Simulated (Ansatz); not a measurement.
The system is SiC.

```
CELL_PARAMETERS angstrom
3.07569 0.00000 0.00000
-1.53785 2.66363 0.00000
0.00000 0.00000 10.07065
ATOMIC_POSITIONS crystal
Si 0.00000 0.00000 0.18789
Si 0.00000 0.00000 0.68789
Si 0.33333 0.66667 0.43784
Si 0.66667 0.33333 0.93784
C 0.00000 0.00000 0.00046
C 0.00000 0.00000 0.50046
C 0.33333 0.66667 0.24980
C 0.66667 0.33333 0.74980
```

The cell is a database's computed one.

Base run:

* Program: Ansatz 0.2.0
* Functional: revPBE
* Potentials or basis: Ansatz PAW
* Cutoff: 420 eV (not typed: the program's choice for these potentials)
* k mesh: 10 × 10 × 3
* Occupations: fermi-dirac, width 0.05 eV
* Spin: no spin polarisation

Its results: band gap on the k mesh 2.24 eV, indirect (least direct gap 3.36 eV); pressure 6.4 GPa; largest force 0.010 eV/Å.

Problem. The run is repeated on the same cell with these changes: functional from revPBE to PBE. What comes out?

Solution. Band gap on the k mesh 2.23 eV, indirect (least direct gap 3.35 eV); pressure 3.9 GPa; largest force 0.006 eV/Å.

PBE binds more tightly than revPBE, so the same cell stands under less pressure.

Caveats: the PAW data sets come from PBE, with cores solved anew for the run's functional, which leaves a small shift of forces and pressure (some runs).
